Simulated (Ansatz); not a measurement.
BN in Ansatz: the effect of strain

BN:

```
N B
1.0
     2.55394    0.01277    0.00000
    -1.26591    2.20539    0.00000
     0.00000    0.00000    4.22685
N B
2 2
Cartesian
  0.0074 1.4745 0.5295
  1.2807 0.7436 2.6430
  0.0074 1.4745 2.1123
  1.2807 0.7436 4.2257
```

The cell comes from a database or a generator and needn't be the stable form of this composition.

The cell isn't the ideal one: strained by +1 %.

Alike in all runs:

| Item | Value |
| --- | --- |
| Program | Ansatz 0.2.0 |
| Task | single point |
| Functional | PBE |
| Potentials or basis | Ansatz PAW |
| Cutoff | 420 eV (not typed: the program's choice for these potentials) |
| k mesh | 9 × 9 × 5 |
| Occupations | fermi-dirac, width 0.05 eV |
| Spin | no spin polarisation |

```tsv
strain	gap on the mesh (eV)	pressure (GPa)	largest force (eV/Å)
0.01	5.18	0.0	0.05
0.02	?	?	?
0.04	5.09	0.5	0.17
```

Problem. What does the run with strain 0.02 give?

Solution. gap on the mesh 5.15 eV; pressure 0.1 GPa; largest force 0.09 eV/Å.

Caveats: odd divisions of the mesh miss points on the zone boundary, where band edges often lie, so the gap on the mesh can be too wide.

A k mesh can miss the band edges.
